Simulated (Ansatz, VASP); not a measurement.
## Two plane-wave programs on Mg

```
Mg
1.0
     3.21879    0.00000    0.00000
    -1.60939    2.78755    0.00000
     0.00000    0.00000    5.21853
Mg
2
Direct
  0.33333 0.66667 0.25000
  0.66667 0.33333 0.75000
```

Alike in both runs: functional PBEsol; k mesh 16 × 16 × 10; occupations gaussian, width 0.05 eV; no spin polarisation.

Ansatz relaxed the structure, and its values are those at the end. VASP's run is a single point on that final structure, the one shown.

|  | VASP | Ansatz |
| --- | --- | --- |
| version | VASP 6.6.1 | Ansatz 0.2.0 |
| potentials or method | VASP PAW PBE potentials, release 64 (Mg) | scalar-relativistic, plane waves, PAW |
| plane-wave cutoff (eV) | 520 | 420 |
| valence electrons in the cell | 4 | 20 |

```csv
,VASP,Ansatz,Ansatz less VASP
gap on the k mesh at the Fermi level (eV),none,none,-
pressure (GPa),-1.4,-1.4,+0.06
```

A gap of «none» marks a metal or a gap that the smearing closes. The two sets of potentials don't hold the same shells in valence.

Caveats: the PAW data sets were made with another functional, which shifts forces and pressure a little (VASP).
